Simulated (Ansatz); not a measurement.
# Si16H8O: the cost of one run

Program: Ansatz 0.2.0. Level of theory: DFT PBE+D3(BJ), plane waves, PAW, scalar-relativistic, no spin polarisation. These are calculated values, not measurements.

## Step 1: The system as given

The cell holds 25 atoms (H8OSi16): a = 7.679 Å, b = 7.679 Å, c = 17.869 Å, α = 90.00°, β = 90.00°, γ = 60.00°.

Its coordinates follow in the input file.

## Step 2: Relaxing end A

Input file input.yaml:

```yaml
crystal:
  lattice:
    - [7.67918, 0.0, 0.0]
    - [3.83959, 6.650365, 0.0]
    - [0.0, 0.0, 17.868765]
  atoms:
    - { symbol: H, position: [0.1666667, 0.1666667, 0.0559636] }
    - { symbol: H, position: [0.6666667, 0.1666667, 0.0559636] }
    - { symbol: H, position: [0.1666667, 0.6666667, 0.0559636] }
    - { symbol: H, position: [0.6666667, 0.6666667, 0.0559636] }
    - { symbol: Si, position: [0.1666667, 0.1666667, 0.1399089] }
    - { symbol: Si, position: [0.6666667, 0.1666667, 0.1399089] }
    - { symbol: Si, position: [0.1666667, 0.6666667, 0.1399089] }
    - { symbol: Si, position: [0.6666667, 0.6666667, 0.1399089] }
    - { symbol: Si, position: [-0.1666667, 0.3333333, 0.1837706] }
    - { symbol: Si, position: [0.3333333, 0.3333333, 0.1837706] }
    - { symbol: Si, position: [-0.1666667, 0.8333333, 0.1837706] }
    - { symbol: Si, position: [0.3333333, 0.8333333, 0.1837706] }
    - { symbol: Si, position: [-0.1666667, 0.3333333, 0.3153554] }
    - { symbol: Si, position: [0.3333333, 0.3333333, 0.3153554] }
    - { symbol: Si, position: [-0.1666667, 0.8333333, 0.3153554] }
    - { symbol: Si, position: [0.3333333, 0.8333333, 0.3153554] }
    - { symbol: Si, position: [0.0, 0.0, 0.359217] }
    - { symbol: Si, position: [0.5, 0.0, 0.359217] }
    - { symbol: Si, position: [0.0, 0.5, 0.359217] }
    - { symbol: Si, position: [0.5, 0.5, 0.359217] }
    - { symbol: H, position: [0.5, 0.0, 0.4403642] }
    - { symbol: H, position: [0.0, 0.5, 0.4403642] }
    - { symbol: H, position: [0.5, 0.5, 0.4403642] }
    - { symbol: O, position: [-0.0116913, 0.179814, 0.4280522] }
    - { symbol: H, position: [-0.0563168, 0.2078388, 0.4800984] }
basis:
  ecutwfc: 420.0
kpoints:
  mp_grid: { grid: [2, 2, 1] }
hamiltonian:
  xc: pbe
  dispersion: d3bj
  pseudopotentials: { kind: paw, azcp: { folder: soft_1 } }
scf:
  occupations: { method: gaussian, width: 0.02 }
  lower_state_search: "off"
relax:
  f_tol: 0.03
  max_steps: 60
  adjacent_minimum: "off"
  constraints: [{ sites: [0, 1, 2, 3, 4, 5, 6, 7] }]
```

Launch:

```console
ansatz run input.yaml --threads 1 --pin off --max-ram 3072MiB --backend cpu --events-out ev --progress --plain --runs-dir out
```

What time and memory should one allow on 1 thread of Arm Neoverse V1, shared host?

About 2.1 min, with a peak of 0.9 GiB.
